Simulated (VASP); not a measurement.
## BN: relaxation of cell and atoms with LDA

Slab: BN, a slab with vacuum.

```
CELL_PARAMETERS angstrom
2.48971 0.00000 0.00000
-1.24486 2.15615 0.00000
0.00000 0.00000 24.63570
ATOMIC_POSITIONS crystal
B 0.66667 0.33333 0.36814
B 0.33333 0.66667 0.50000
B 0.66667 0.33333 0.63186
N 0.33333 0.66667 0.36802
N 0.66667 0.33333 0.50000
N 0.33333 0.66667 0.63198
```

```yaml
Program: VASP 6.6.1
Task: relaxation of cell and atoms
Functional: LDA
Potentials_or_basis: VASP PAW LDA potentials, release 64 (B, N)
Cutoff: 600 eV
k_mesh: 15 × 15 × 1
Occupations: gaussian, width 0.03 eV
Spin: no spin polarisation
Further_INCAR_settings: ALGO = Normal; EDIFF = 1e-07; IBRION = 2; EDIFFG = -0.005; NSW = 90; ISIF = 3
```

- Energy gained by relaxing: 0.0 meV/atom
- Ionic steps: 2
- Largest force after relaxing: 0.004 eV/Å
- Band gap on the k mesh: 4.21 eV, indirect (least direct gap 4.56 eV)

Forces in eV/Å, atoms in the order of the input:
```
B    0.000  0.000  0.004
B    0.000  0.000  0.000
B    0.000  0.000 -0.004
N    0.000  0.000 -0.003
N    0.000  0.000  0.000
N    0.000  0.000  0.003
```

Final structure:
```yaml
crystal:
  lattice:
    - [2.48969, 0.00000, 0.00000]
    - [-1.24485, 2.15614, 0.00000]
    - [0.00000, 0.00000, 24.63570]
  atoms:
    - { symbol: B, position: [0.66667, 0.33333, 0.36812] }
    - { symbol: B, position: [0.33333, 0.66667, 0.50000] }
    - { symbol: B, position: [0.66667, 0.33333, 0.63188] }
    - { symbol: N, position: [0.33333, 0.66667, 0.36804] }
    - { symbol: N, position: [0.66667, 0.33333, 0.50000] }
    - { symbol: N, position: [0.33333, 0.66667, 0.63196] }
```

Levels at points of the mesh, in eV from the valence-band top:
| k point | band 10 | band 11 | band 12 | band 13 | band 14 | band 15 |
| --- | --- | --- | --- | --- | --- | --- |
| (0.00, 0.00, 0.00) | -1.32 | -1.31 | -1.31 | 4.90 | 5.31 | 6.22 |

Wall time 59 s on 4 MPI ranks on Intel(R) Xeon(R) Platinum 8488C (Sapphire Rapids) (shared host), peak memory 0.24 GiB a rank.

As with any semilocal functional, this LDA gap is likely too small.
